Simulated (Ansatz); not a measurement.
**AlRu: energy along a strain**

AlRu, Pm-3m, a = 2.992 Å (as given, not relaxed at this level: 2.6 GPa). The structure is a COD entry; whether it is the stable form wasn't checked. Ansatz: PBE, PAW, 420 eV, Γ-centred 16×16×16 mesh on 2 atoms, Gaussian smearing 0.15 eV; no spin polarisation. Cell vectors (Å): 2.992 0.000 0.000; 0.000 2.992 0.000; 0.000 0.000 2.992. The cell is strained by x per cent times the pattern (0 0 0 0 1 0) in the order xx yy zz yz xz xy (engineering shears), with fractional coordinates held. y is the free energy over the start, V0 = 13.387 Å³/atom. Symmetry makes y even in x.

| x (%) | y (meV/atom) |
| --- | --- |
| -6.00 | ? |
| -3.00 | 4.94 |
| 0.00 | 0.00 |
| 0.75 | 0.31 |
| 1.50 | 1.23 |
| 2.25 | 2.78 |
| 3.75 | 7.71 |
| 4.50 | 11.11 |
| 5.25 | 15.12 |

Question: Fit y = c2 x² + c4 x⁴ to the other rows, get the stiffness along the pattern, and predict the missing energy.

Answer: Least squares on the rows shown. y = 0.54856 x² + 3.5979×10⁻⁷ x⁴. The clamped-ion stiffness p·C·p = 2 × 5.486 eV × 160.2 / 13.387 Å³ = 131 GPa, which is C55 in these axes (C44 of the cubic crystal) (second derivative at the start, which stands under stress). At x = -6.00 the fit asked for gives 19.75 meV/atom. The run gave 19.75 meV/atom, the same to the digits shown.